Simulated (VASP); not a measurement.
# Ge (Fd-3m) in VASP: phonons with LDA

Aim: the phonons of Ge with LDA.

Everything below comes from runs of VASP 6.6.1. Logs are shortened: lines on timing, memory, paths and dates and some standing lists are left out, and cuts for length are marked.

### Step 1. Starting point

Symmetry: Fd-3m, No. 227, cubic system. The conventional cell has a = 5.658 Å, b = 5.658 Å, c = 5.658 Å, α = 90.00°, β = 90.00°, γ = 90.00°. Ge (site symmetry -43m) has 4 Ge at 2.45 Å as nearest neighbours.

### Step 2. Phonons, LDA

File POSCAR:

```
Ge
1.0
    0.0000000000      2.8289100000      2.8289100000
    2.8289100000      0.0000000000      2.8289100000
    2.8289100000      2.8289100000      0.0000000000
Ge
2
Direct
    0.0000000000      0.0000000000      0.0000000000
    0.2500000000      0.2500000000      0.2500000000
```

File INCAR.step1:

```
ALGO = Fast ; EDIFF = 1E-8
EDIFFG = -0.002 ; ENCUT = 600
GGA = CA ; IBRION = 2
ISIF = 3 ; ISMEAR = 0
LASPH = True ; LCHARG = False
LREAL = False ; LWAVE = False
NELM = 80 ; NSW = 40
PREC = Accurate ; SIGMA = 0.02
```

File INCAR.step2:

```
ALGO = Fast ; EDIFF = 1E-8
ENCUT = 600 ; GGA = CA
IBRION = 6 ; ISIF = 2
ISMEAR = 0 ; LASPH = True
LCHARG = False ; LREAL = False
LWAVE = False ; NELM = 80
NFREE = 2 ; NSW = 1
POTIM = 0.015 ; PREC = Accurate
SIGMA = 0.02
```

File KPOINTS:

```
k-points
0
Gamma
  8 8 8
```

Potentials or basis: VASP PAW LDA potentials, release 64 (Ge_d).

The run is started by

```bash
$ cat potpaw_LDA.64/Ge_d/POTCAR > POTCAR
$ cp INCAR.step1 INCAR
$ mpirun -np 1 vasp_std > vasp.out
$ cp CONTCAR POSCAR
$ cp INCAR.step2 INCAR
$ mpirun -np 1 vasp_std > vasp.out
```

OUTCAR:

```text
EDIFF = 1E-8
   ENCUT = 600
   GGA = CA
   IBRION = 6
   ISIF = 2
   ISMEAR = 0
   LASPH = True
   LREAL = False
   NELM = 80
   NFREE = 2
   NSW = 1
   POTIM = 0.015
   PREC = Accurate

 ion  position               nearest neighbor table
   1  0.000  0.000  0.000-   2 2.44   2 2.44   2 2.44   2 2.44
   2  0.250  0.250  0.250-   1 2.44   1 2.44   1 2.44   1 2.44

  LATTYP: Found a face centered cubic cell.
 ALAT       =     5.6244751537

  Lattice vectors:

 A1 = (   0.0000000000,   2.8122375769,   2.8122375769)
 A2 = (   2.8122375769,   0.0000000000,   2.8122375769)
 A3 = (   2.8122375769,   2.8122375769,   0.0000000000)

Analysis of symmetry for initial positions (statically):
=====================================================================
 Subroutine PRICEL returns:
 Original cell was already a primitive cell.

 Routine SETGRP: Setting up the symmetry group for a
 face centered cubic supercell.

 Subroutine GETGRP returns: Found 48 space group operations
 (whereof 24 operations were pure point group operations)
 out of a pool of 48 trial point group operations.

The static configuration has the point symmetry T_d .
 The point group associated with its full space group is O_h .

Analysis of symmetry for dynamics (positions and initial velocities):
=====================================================================
 Subroutine PRICEL returns:
 Original cell was already a primitive cell.

 Routine SETGRP: Setting up the symmetry group for a
 face centered cubic supercell.

 Subroutine GETGRP returns: Found 48 space group operations
 (whereof 24 operations were pure point group operations)
 out of a pool of 48 trial point group operations.

The dynamic configuration has the point symmetry T_d .
 The point group associated with its full space group is O_h .

 Subroutine INISYM returns: Found 48 space group operations
 (whereof 24 operations are pure point group operations),
 and found     1 'primitive' translations

----------------------------------------------------------------------------------------

                                     Primitive cell

  volume of cell :      44.4822

  direct lattice vectors                    reciprocal lattice vectors
     0.000000000  2.812237577  2.812237577    -0.177794367  0.177794367  0.177794367
     2.812237577  0.000000000  2.812237577     0.177794367 -0.177794367  0.177794367
     2.812237577  2.812237577  0.000000000     0.177794367  0.177794367 -0.177794367

  length of vectors
     3.977104522  3.977104522  3.977104522     0.307948877  0.307948877  0.307948877

  position of ions in fractional coordinates (direct lattice)
     0.000000000  0.000000000  0.000000000
     0.250000000  0.250000000  0.250000000

  ion indices of the primitive-cell ions
   primitive index   ion index
                 1           1
                 2           2

----------------------------------------------------------------------------------------

 KPOINTS: k-points

Automatic generation of k-mesh.
 Grid dimensions read from file:
 generate k-points for:    8    8    8

 Generating k-lattice:

  Cartesian coordinates                     Fractional coordinates (reciprocal lattice)
    -0.022224296  0.022224296  0.022224296     0.125000000  0.000000000  0.000000000
     0.022224296 -0.022224296  0.022224296     0.000000000  0.125000000  0.000000000
     0.022224296  0.022224296 -0.022224296     0.000000000  0.000000000  0.125000000

  Length of vectors
     0.038493610  0.038493610  0.038493610

  Shift w.r.t. Gamma in fractional coordinates (k-lattice)
     0.000000000  0.000000000  0.000000000

 Subroutine IBZKPT returns following result:
 ===========================================

 Found     29 irreducible k-points:

 Following reciprocal coordinates:
            Coordinates               Weight
  0.000000  0.000000  0.000000      1.000000
  0.125000  0.000000  0.000000      8.000000
  0.250000  0.000000  0.000000      8.000000
  0.375000  0.000000  0.000000      8.000000
  0.500000  0.000000  0.000000      4.000000
  0.125000  0.125000  0.000000      6.000000
[... 16 lines left out ...]
  0.500000  0.250000  0.125000     48.000000
 -0.375000  0.250000  0.125000     24.000000
 [... further k-points ...]
   k-points           NKPTS =     29   k-points in BZ     NKDIM =     29   number of bands    NBANDS=     18
   number of dos      NEDOS =    301   number of ions     NIONS =      2
   total plane-waves  NPLWV =  32768
   dimension x,y,z NGX =    32 NGY =   32 NGZ =   32
   dimension x,y,z NGXF=    64 NGYF=   64 NGZF=   64
   ions per type =               2
   NGX,Y,Z   is equivalent  to a cutoff of  13.38, 13.38, 13.38 a.u.
   NGXF,Y,Z  is equivalent  to a cutoff of  26.75, 26.75, 26.75 a.u.
 SYSTEM =  unknown system
   PREC   = accura    normal or accurate (medium, high low for compatibility)
   ISTART =      0    job   : 0-new  1-cont  2-samecut
   ICHARG =      2    charge: 1-file 2-atom 10-const
   ISPIN  =      1    spin polarized calculation?
   LNONCOLLINEAR =      F non collinear calculations
   LSORBIT =      F    spin-orbit coupling
   LASPH  =      T    aspherical Exc in radial PAW
   ENCUT  =  600.0 eV  44.10 Ry    6.64 a.u.   7.94  7.94  7.94*2*pi/ulx,y,z
   NELM   =     80;   NELMIN=  2; NELMDL=  0     # of ELM steps
   EDIFF  = 0.1E-07   stopping-criterion for ELM
   LREAL  =      F    real-space projection
   EDIFFG = 0.1E-06   stopping-criterion for IOM
   NSW    =     61    number of steps for IOM
   IBRION =      6    ionic relax: 0-MD 1-quasi-New 2-CG
   NFREE  =      2    steps in history (QN), initial steepest desc. (CG)
   ISIF   =      2    stress and relaxation
   ISYM   =      2    0-nonsym 1-usesym 2-fastsym
   POTIM  = 0.0150    time-step for ionic-motion
   TEBEG  =    0.0;   TEEND  =   0.0 temperature during run
   PSTRESS=    0.0 pullay stress
   NELECT =      28.0000    total number of electrons
   NUPDOWN=      -1.0000    fix difference up-down
   EMIN   =  10.00;   EMAX   =-10.00  energy-range for DOS
   EFERMI =   0.00;   METHOD = LEGACY
   ISMEAR =     0;   SIGMA  =   0.02  broadening in eV -4-tet -1-fermi 0-gaus
   EFERMI_NEDOS =   21; number of points for ismear=-14 and -15
   IALGO  =     68    algorithm
   IMIX   =      4    mixing-type and parameters
     AMIX     =   0.40;   BMIX     =  1.00
     AMIX_MAG =   1.60;   BMIX_MAG =  1.00
  volume/ion in A,a.u.               =      22.24       150.09
  Fermi-wavevector in a.u.,A,eV,Ry     =   1.403025  2.651333 26.782796  1.968480
  Thomas-Fermi vector in A             =   2.525728
   LORBIT       =      0    0 simple, 1 ext, 2 COOP (PROOUT), +10 PAW based schemes
   GGA     = CA    functional components
   LHFCALC =     F    Hartree Fock is set to
   AEXX    =    0.0000 exact exchange contribution
   IVDW    =     0    specifies the selected vdW correction
   LEPSILON=     F    determine dielectric tensor
   LRPA    =     F    only Hartree local field effects (RPA)
 finite differences with symmetry
 non-spin polarized calculation
 RMM-DIIS sequential band-by-band and
 Gauss-broadening in eV      SIGMA  =   0.02
  energy-cutoff  :      600.00
  volume of cell :       44.48
 maximum number of plane-waves:      1524
   NGX = 15   NGY = 15   NGZ = 15

--------------------------------------- Ionic step        1  -------------------------------------------

 number of electron      27.9999995 magnetization

 Free energy of the ion-electron system (eV)
  ---------------------------------------------------
  ext. energy  EPLUGINS =         0.00000000
  ---------------------------------------------------
  free energy    TOTEN  =       -10.38033643 eV

  energy without entropy =      -10.38027821  energy(sigma->0) =      -10.38030732

------------------------ aborting loop because EDIFF is reached ----------------------------------------

  FORCE on cell =-STRESS in cart. coord.  units (eV):
  Direction    XX          YY          ZZ          XY          YZ          ZX
  --------------------------------------------------------------------------------------
  -------------------------------------------------------------------------------------
  Total        0.0014458      0.0014458      0.0014458      0.0000000     -0.0000000      0.0000000
  in kB        0.0520752      0.0520752      0.0520752      0.0000000     -0.0000000      0.0000000
  external PRESSURE =       0.0520752 kB  Pullay stress =       0.0000000 kB
[... 57 lines left out ...]
  energy  without entropy=      -10.3791873611  energy(sigma->0) =      -10.37919177

--------------------------------------- Ionic step        3  -------------------------------------------

 number of electron      27.9999996 magnetization

 Free energy of the ion-electron system (eV)
  ---------------------------------------------------
  ext. energy  EPLUGINS =         0.00000000
  ---------------------------------------------------
  free energy    TOTEN  =       -10.37919618 eV

  energy without entropy =      -10.37918736  energy(sigma->0) =      -10.37919177

 E-fermi :   4.9450     XC(G=0): -10.3711

 val. band max:        4.9193766433   @ k =   0.0000   0.0000   0.0000
 cond. band min:       4.9705394996   @ k =   0.0000   0.0000   0.0000
 fundamental gap:      0.0511628562
 Fermi energy:         4.9450372742

 k-point     1 :       0.0000    0.0000    0.0000
  band No.  band energies     occupation
      1     -20.0667      2.00000
      2     -20.0639      2.00000
      3     -20.0603      2.00000
      4     -20.0258      2.00000
      5     -20.0253      2.00000
      6     -19.8071      2.00000
[... 10 lines left out ...]
     17       7.4343      0.00000
     18       7.4892      0.00000
[... 466 lines left out ...]
      2     -20.1002      2.00000
      3     -20.0100      2.00000
      4     -19.9608      2.00000
      5     -19.9462      2.00000
      6     -19.8907      2.00000
[... 10 lines left out ...]
     17      10.7325      0.00000
     18      11.8446      0.00000

 [... further k-points ...]
[... 5 lines left out ...]
  --------------------------------------------------------------------------------------
  -------------------------------------------------------------------------------------
  Total        0.0274802      0.0159137      0.0159137      0.0000000     -0.1308353      0.0000000
  in kB        0.9897940      0.5731866      0.5731866      0.0000000     -4.7124805      0.0000000
  external PRESSURE =       0.7120557 kB  Pullay stress =       0.0000000 kB
[... 17 lines left out ...]
  FREE ENERGIE OF THE ION-ELECTRON SYSTEM (eV)
  ---------------------------------------------------
  free  energy   TOTEN  =       -10.3791961797 eV

  energy  without entropy=      -10.3791873614  energy(sigma->0) =      -10.37919177

 INTERNAL STRAIN TENSORS FROM DISPLACED ATOMS
 ============================================

 INTERNAL STRAIN TENSOR FOR ION    1 for displacements in x,y,z  (eV/Angst):
          X           Y           Z          XY          YZ          ZX
  --------------------------------------------------------------------------------
  x     0.00000     0.00000     0.00000     0.00000     8.72367     0.00000
  y     0.00000    -0.00000     0.00000     0.00000     0.00000     8.72367
  z     0.00000     0.00000     0.00000     8.72367     0.00000     0.00000

 INTERNAL STRAIN TENSOR FOR ION    2 for displacements in x,y,z  (eV/Angst):
          X           Y           Z          XY          YZ          ZX
  --------------------------------------------------------------------------------
  x    -0.00000     0.00000     0.00000     0.00000    -8.72367     0.00000
  y     0.00000     0.00000     0.00000     0.00000     0.00000    -8.72367
  z     0.00000     0.00000    -0.00000    -8.72367     0.00000     0.00000

 Eigenvectors and eigenvalues of the dynamical matrix
 ----------------------------------------------------

   1 f  =    8.415535 THz    52.876365 2PiTHz  280.712029 cm-1    34.803840 meV
             X         Y         Z           dx          dy          dz
      0.000000  0.000000  0.000000     0.000000   -0.707107    0.000000
      1.406119  1.406119  1.406119     0.000000    0.707107    0.000000

   2 f  =    8.415535 THz    52.876365 2PiTHz  280.712029 cm-1    34.803840 meV
             X         Y         Z           dx          dy          dz
      0.000000  0.000000  0.000000    -0.707107    0.000000    0.000000
      1.406119  1.406119  1.406119     0.707107    0.000000    0.000000
[... 11 lines left out ...]
   5 f  =    0.000000 THz     0.000000 2PiTHz    0.000000 cm-1     0.000000 meV
             X         Y         Z           dx          dy          dz
      0.000000  0.000000  0.000000     0.000000    0.707107    0.000000
      1.406119  1.406119  1.406119     0.000000    0.707107    0.000000

   6 f  =    0.000000 THz     0.000000 2PiTHz    0.000000 cm-1     0.000000 meV
             X         Y         Z           dx          dy          dz
      0.000000  0.000000  0.000000     0.000000    0.000000    0.707107
      1.406119  1.406119  1.406119     0.000000    0.000000    0.707107

 ELASTIC MODULI CONTR FROM IONIC RELAXATION (kBar)
 Direction    XX          YY          ZZ          XY          YZ          ZX
 --------------------------------------------------------------------------------
 XX          -0.0000      0.0000      0.0000      0.0000     -0.0000      0.0000
 YY           0.0000     -0.0000      0.0000      0.0000      0.0000      0.0000
 ZZ           0.0000      0.0000     -0.0000     -0.0000      0.0000      0.0000
 XY           0.0000      0.0000     -0.0000   -260.5521      0.0000      0.0000
 YZ          -0.0000      0.0000      0.0000      0.0000   -260.5521      0.0000
 ZX           0.0000      0.0000      0.0000      0.0000      0.0000   -260.5521
 --------------------------------------------------------------------------------
```

Wall time 3.1 min (1 thread of Intel Xeon Platinum 8259CL at 2.50GHz (Skylake/Cascade Lake), shared host); peak memory 0.25 GiB.

What came out:

```yaml
Relaxed_volume: 22.24 Å³/atom
Relaxed_cell: a = 3.977 Å, b = 3.977 Å, c = 3.977 Å, α = 60.00°, β = 60.00°, γ = 60.00°
Space_group_after_relaxing_to_0.05_Å: Fd-3m (No. 227)
Highest_phonon_frequency_at_Γ: 281 cm⁻¹
```

Step by step:
| step | energy change (eV) | largest force (eV/Å) | pressure (GPa) | volume (Å³) |
| --- | --- | --- | --- | --- |
| 1 | 0.0000 | 0.0000 | -1.16 | 45.28 |
| 2 | -0.0025 | 0.0000 | 0.41 | 44.21 |
| 3 | -0.0028 | 0.0000 | -0.02 | 44.49 |
| 4 | -0.0028 | 0.0000 | 0.02 | 44.47 |
| 5 | -0.0028 | 0.0000 | -0.02 | 44.49 |
| 6 | -0.0028 | 0.0000 | 0.05 | 44.48 |
| 7 | -0.0028 | 0.0000 | -0.04 | 44.48 |
| 8 | -0.0028 | 0.0000 | 0.00 | 44.48 |

Final structure:
```xyz
2
Lattice="0.0000 2.8122 2.8122 2.8122 0.0000 2.8122 2.8122 2.8122 0.0000" Properties=species:S:1:pos:R:3 pbc="T T T"
Ge    5.6245    2.8122    2.8122
Ge    1.4061    1.4061    1.4061
```

Phonon frequencies in cm⁻¹ (negative: imaginary):
```tsv
q point	frequencies
(0.000, 0.000, 0.000)	0 0 0 281 281 281
```
